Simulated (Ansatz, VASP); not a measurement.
C: VASP beside Ansatz

```
C
1.0
     1.23250    0.71158    3.36139
    -1.23250    0.71158    3.36139
     0.00000   -1.42317    3.36139
C
2
Direct
  0.16660 0.16660 0.16660
  0.83340 0.83340 0.83340
```

Alike in both runs: functional PBE; dispersion D3(BJ); k mesh 15 × 15 × 15; occupations gaussian, width 0.02 eV; no spin polarisation.

Ansatz relaxed the structure, and its values are those at the end. VASP's run is a single point on that final structure, the one shown.

```csv
,VASP,Ansatz
version,VASP 6.6.1,Ansatz 0.2.0
potentials or method,"VASP PAW PBE potentials, release 64 (C)","scalar-relativistic, plane waves, PAW"
plane-wave cutoff (eV),520,520
valence electrons in the cell,8,8
```

VASP gave:

```
gap on the k mesh at the Fermi level (eV) : 0.65
least direct gap on the mesh (eV)         : 0.65
pressure (GPa)                            : 0.5
```

Problem. What did Ansatz give for the same quantities?

Solution. gap on the k mesh at the Fermi level (eV): 0.65; least direct gap on the mesh (eV): 0.65; pressure (GPa): 0.0.

Caveats: an odd mesh through Γ misses points on the zone boundary, where band edges often lie.
